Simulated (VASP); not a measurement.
# SiC (F-43m) in VASP: settings compared, part 2 of 2

VASP 6.6.1. The steps go on from the part before.

### 3 Band structure, HSE06

Input file POSCAR:

```
SiC                                     
1.0
    0.0000000000      2.1786332970      2.1786332970
    2.1786332970      0.0000000000      2.1786332970
    2.1786332970      2.1786332970      0.0000000000
  C               Si            
     1     1
Direct
     0.7500000000000000    0.7500000000000000    0.7500000000000000
     0.5000000000000000    0.5000000000000000    0.5000000000000000
```

Input file INCAR.step1:

```
  PREC = Accurate
  ENCUT = 520
  EDIFF = 1E-5
  ISMEAR = 0
  SIGMA = 0.02
  LREAL = False
  LASPH = True
  NELM = 100
  ALGO = Normal
  ISIF = 2
  LWAVE = True
  LCHARG = False
  GGA = PE
  KPAR = 4
```

Input file INCAR.step2:

```
  PREC = Accurate
  ENCUT = 520
  EDIFF = 1E-7
  ISMEAR = 0
  SIGMA = 0.02
  LREAL = False
  LASPH = True
  NELM = 100
  ALGO = Normal
  ISIF = 2
  LWAVE = False
  LCHARG = False
  GGA = PE
  LHFCALC = True
  HFSCREEN = 0.2
  PRECFOCK = Fast
  ISTART = 1
  KPAR = 4
```

Input file KPOINTS:

```
regular mesh
0
Gamma
  8 8 8
```

Input file KPOINTS_OPT:

```
path GXWKGLUWLK,UX
10
line-mode
reciprocal
 0.0000000000  0.0000000000  0.0000000000  G
 0.5000000000  0.0000000000  0.5000000000  X

 0.5000000000  0.0000000000  0.5000000000  X
 0.5000000000  0.2500000000  0.7500000000  W

 0.5000000000  0.2500000000  0.7500000000  W
 0.3750000000  0.3750000000  0.7500000000  K

 0.3750000000  0.3750000000  0.7500000000  K
 0.0000000000  0.0000000000  0.0000000000  G

 0.0000000000  0.0000000000  0.0000000000  G
 0.5000000000  0.5000000000  0.5000000000  L

 0.5000000000  0.5000000000  0.5000000000  L
 0.6250000000  0.2500000000  0.6250000000  U

 0.6250000000  0.2500000000  0.6250000000  U
 0.5000000000  0.2500000000  0.7500000000  W

 0.5000000000  0.2500000000  0.7500000000  W
 0.5000000000  0.5000000000  0.5000000000  L

 0.5000000000  0.5000000000  0.5000000000  L
 0.3750000000  0.3750000000  0.7500000000  K

 0.6250000000  0.2500000000  0.6250000000  U
 0.5000000000  0.0000000000  0.5000000000  X
```

Potentials or basis: VASP PAW PBE potentials, release 64 (C, Si).

The run is started by

```
> cat potpaw_PBE.64/C/POTCAR potpaw_PBE.64/Si/POTCAR > POTCAR
> cp INCAR.step1 INCAR
> mpirun -np 4 vasp_std > vasp.out
> cp INCAR.step2 INCAR
> mpirun -np 4 vasp_std > vasp.out
```

OUTCAR:

```text
PREC = Accurate
   ENCUT = 520
   EDIFF = 1E-7
   ISMEAR = 0
   LREAL = False
   LASPH = True
   NELM = 100
   ISIF = 2
   GGA = PE
   LHFCALC = True
   HFSCREEN = 0.2
   PRECFOCK = Fast
   ISTART = 1

 ion  position               nearest neighbor table
   1  0.750  0.750  0.750-   2 1.89   2 1.89   2 1.89   2 1.89
   2  0.500  0.500  0.500-   1 1.89   1 1.89   1 1.89   1 1.89

  LATTYP: Found a face centered cubic cell.
 ALAT       =     4.3572665940

[... 450 lines left out ...]
  band No.  band energies     occupation
      1      -4.9566      2.00000
      2      -1.0885      2.00000
      3       3.4372      2.00000
      4       5.0332      2.00000
      5      13.8909      0.00000
      6      16.0607      0.00000
      7      19.1964      0.00000
      8      20.1303      0.00000

 [... further k-points ...]
[... 5 lines left out ...]
  --------------------------------------------------------------------------------------
  -------------------------------------------------------------------------------------
  Total       -0.2208316     -0.2208316     -0.2208316      0.0000000      0.0000000     -0.0000000
  in kB      -17.1076149    -17.1076149    -17.1076149      0.0000000      0.0000000     -0.0000000
  external PRESSURE =     -17.1076149 kB  Pullay stress =       0.0000000 kB

 VOLUME and BASIS-vectors are now :
 -----------------------------------------------------------------------------
  energy-cutoff  :      520.00
  volume of cell :       20.68
      direct lattice vectors                 reciprocal lattice vectors
     0.000000000  2.178633297  2.178633297    -0.229501679  0.229501679  0.229501679
     2.178633297  0.000000000  2.178633297     0.229501679 -0.229501679  0.229501679
     2.178633297  2.178633297  0.000000000     0.229501679  0.229501679 -0.229501679

 POSITION                                       TOTAL-FORCE (eV/Angst)
 -----------------------------------------------------------------------------------
      3.26795      3.26795      3.26795        -0.000000     -0.000000     -0.000000
      2.17863      2.17863      2.17863         0.000000      0.000000      0.000000
 -----------------------------------------------------------------------------------
    total drift:                                0.000000     -0.000000     -0.000000

  FREE ENERGIE OF THE ION-ELECTRON SYSTEM (eV)
  ---------------------------------------------------
  free  energy   TOTEN  =       -17.4610464997 eV

  energy  without entropy=      -17.4610464997  energy(sigma->0) =      -17.46104650
```

OUTCAR.step1:

```text
PREC = Accurate
   ENCUT = 520
   EDIFF = 1E-5
   ISMEAR = 0
   LREAL = False
[... 487 lines left out ...]
      3.26795      3.26795      3.26795         0.000000      0.000000      0.000000
      2.17863      2.17863      2.17863        -0.000000     -0.000000     -0.000000
 -----------------------------------------------------------------------------------
    total drift:                                0.000000      0.000000      0.000000

  FREE ENERGIE OF THE ION-ELECTRON SYSTEM (eV)
  ---------------------------------------------------
  free  energy   TOTEN  =       -15.0564514942 eV

  energy  without entropy=      -15.0564514942  energy(sigma->0) =      -15.05645149
```

Run time: 5.5 min. Hardware: 4 MPI ranks of Intel Xeon Platinum 8375C at 2.90GHz (Ice Lake), shared host; peak memory 0.28 GiB.

What came out:

| Property | Result |
| --- | --- |
| Free energy | -17.4610 eV |
| Pressure | -1.7 GPa |
| Band gap on the k mesh | 2.25 eV, indirect (least direct gap 5.75 eV) |
| Band gap along the path | 2.25 eV, indirect (least direct gap 5.75 eV) |

Levels at the corners of the path, in eV from the valence-band top:
| point | band 2 | band 3 | band 4 | band 5 | band 6 | band 7 |
| --- | --- | --- | --- | --- | --- | --- |
| Γ | 0.00 | 0.00 | 0.00 | 7.56 | 8.61 | 8.61 |
| X | -8.55 | -3.50 | -3.50 | 2.25 | 5.39 | 15.97 |
| X | -8.55 | -3.50 | -3.50 | 2.25 | 5.39 | 15.97 |
| W | -7.69 | -5.45 | -5.06 | 6.36 | 10.94 | 11.07 |
| W | -7.69 | -5.45 | -5.06 | 6.36 | 10.94 | 11.07 |
| K | -7.96 | -6.03 | -2.85 | 4.12 | 9.10 | 13.55 |
| K | -7.96 | -6.03 | -2.85 | 4.12 | 9.10 | 13.55 |
| Γ | 0.00 | 0.00 | 0.00 | 7.56 | 8.61 | 8.61 |
| Γ | 0.00 | 0.00 | 0.00 | 7.56 | 8.61 | 8.61 |
| L | -9.36 | -1.16 | -1.16 | 6.66 | 8.50 | 8.50 |
| L | -9.36 | -1.16 | -1.16 | 6.66 | 8.50 | 8.50 |
| U | -7.96 | -6.03 | -2.85 | 4.12 | 9.10 | 13.55 |
| U | -7.96 | -6.03 | -2.85 | 4.12 | 9.10 | 13.56 |
| W | -7.69 | -5.45 | -5.06 | 6.36 | 10.94 | 11.07 |
| W | -7.69 | -5.45 | -5.06 | 6.36 | 10.94 | 11.07 |
| L | -9.36 | -1.16 | -1.16 | 6.66 | 8.50 | 8.50 |
| L | -9.36 | -1.16 | -1.16 | 6.66 | 8.50 | 8.50 |
| K | -7.96 | -6.03 | -2.85 | 4.12 | 9.10 | 13.55 |
| U | -7.96 | -6.03 | -2.85 | 4.12 | 9.10 | 13.55 |
| X | -8.55 | -3.50 | -3.50 | 2.25 | 5.39 | 15.97 |

Caveat: the PAW data sets were made with another functional, which shifts forces and pressure a little.

### 4 Against experiment

Step 2. A measured gap of SiC is 2.4 eV (indirect; quoted in “Insight into the structural, elastic and electronic properties of a new orthorhombic 6O-SiC polytype”, 2020, pmc:7200658); the calculated 1.23 eV misses it by -1.17 eV. The value is that of PBEsol, without temperature or zero-point motion. Semilocal functionals fall short of measured gaps as a rule. The cell is a database's relaxed one, not the measured one, which moves gaps too.

Step 3. A measured gap of SiC is 2.4 eV (indirect; quoted in “Insight into the structural, elastic and electronic properties of a new orthorhombic 6O-SiC polytype”, 2020, pmc:7200658); the calculated 2.25 eV misses it by -0.15 eV. The value is that of HSE06, without temperature or zero-point motion. The cell is a database's relaxed one, not the measured one, which moves gaps too.
